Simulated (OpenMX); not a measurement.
# TiSi2 in OpenMX: the effect of dispersion

The system is TiSi2.

```
Ti Si
1.0
     4.77937    0.00000    0.00000
     2.64489    3.98082    0.00000
    -3.55269   -2.28777    2.23314
Ti Si
1 2
Direct
  0.00000 0.00000 0.00000
  0.67008 0.67008 0.00000
  0.32992 0.32992 0.00000
```

The cell comes from a database or a generator and needn't be the stable form of this composition.

Alike in all runs:

```yaml
Program: OpenMX 3.8.5
Task: single point
Functional: PBE
Potentials_or_basis: OpenMX 2013 PBE set, Ti7.0-s3p2d2, Si7.0-s2p2d1, grid cutoff 400 Ry
k_mesh: 9 × 9 × 9
Occupations: fermi-dirac, width 0.05 eV
Spin: no spin polarisation
```

Question: One run gave: pressure -4.6 GPa; largest force 0.07 eV/Å. Which dispersion did it use?
A. D3(BJ)
B. D4
C. none
D. D3

Answer: A.

| dispersion | pressure (GPa) | largest force (eV/Å) |
| --- | --- | --- |
| none | 1.6 | 0.07 |
| D3 | -3.3 | 0.10 |
| D3(BJ) | -4.6 | 0.07 |
| D4 | -2.7 | 0.06 |

Caveats: the basis of atomic orbitals isn't converged, which shifts pressures, moduli and gaps; pairwise dispersion overbinds metals, which lowers pressure and volume (some runs).
